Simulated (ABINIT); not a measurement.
TiAl: optical spectrum with PBEsol

The system is TiAl.

```
Ti Al
1.0
     3.17906    0.00000    0.00000
     0.00000    3.17906    0.00000
     0.00000    0.00000    3.17906
Ti Al
1 1
Direct
  0.00000 0.00000 0.00000
  0.50000 0.50000 0.50000
```

The cell comes from a database or a generator and needn't be the stable form of this composition.

```yaml
Program: ABINIT 10.8.3 (patched build)
Task: optical spectrum
Functional: PBEsol
Potentials_or_basis: PseudoDojo NC SR PBEsol v0.4.1 standard
Cutoff: 1034 eV
k_mesh: 12 × 12 × 12, shifted
Occupations: fermi-dirac, width 0.1 eV
Spin: no spin polarisation
Bands_in_the_sums: 16
Broadening_eV: 0.2
Scissor_shift_eV: 0
Tensor_components: "[11]"
```

```json
{"Pressure": "-2.4 GPa"}
```

Dielectric function (mean over the directions given):
| energy (eV) | real part | imaginary part |
| --- | --- | --- |
| 0.33 | 46.86 | 34.60 |
| 0.76 | 21.41 | 26.66 |
| 1.31 | 14.86 | 23.47 |
| 1.74 | 6.22 | 23.20 |
| 2.29 | 2.28 | 15.89 |
| 2.83 | 0.85 | 14.29 |
| 3.27 | -0.30 | 10.96 |
| 3.81 | 0.79 | 8.15 |
| 4.25 | 0.92 | 6.16 |
| 4.79 | 3.22 | 5.91 |
| 5.33 | 3.90 | 8.37 |
| 5.77 | 4.43 | 10.20 |
| 6.31 | 0.16 | 14.79 |
| 6.75 | -6.52 | 11.71 |
| 7.29 | -6.46 | 6.63 |
| 7.84 | -5.18 | 3.84 |
| 8.27 | -4.51 | 3.09 |
| 8.82 | -3.77 | 2.20 |
| 9.36 | -3.07 | 1.57 |
| 9.80 | -2.59 | 1.31 |
| 10.34 | -2.22 | 0.85 |
| 10.78 | -1.79 | 0.71 |
| 11.32 | -1.39 | 0.59 |
| 11.86 | -1.25 | 0.55 |
| 12.30 | -0.98 | 0.37 |
| 12.84 | -0.73 | 0.40 |
| 13.28 | -0.61 | 0.35 |
| 13.82 | -0.43 | 0.28 |
| 14.37 | -0.30 | 0.26 |
| 14.80 | -0.23 | 0.30 |
| 15.35 | -0.12 | 0.19 |
| 15.89 | 0.00 | 0.22 |
| 16.33 | 0.05 | 0.24 |
| 16.87 | 0.10 | 0.20 |
| 17.31 | 0.12 | 0.17 |
| 17.85 | 0.23 | 0.15 |
| 18.39 | 0.27 | 0.16 |
| 18.83 | 0.32 | 0.14 |
| 19.38 | 0.34 | 0.14 |
| 19.92 | 0.38 | 0.10 |

Run time: 3.3 min on 1 thread of Arm Neoverse V1, with other jobs on the host, peak memory 1.4 GiB.

Caveat: the intraband (Drude) term is left out; spectra need much finer meshes, so this one isn't converged; independent-particle spectra lack excitons.
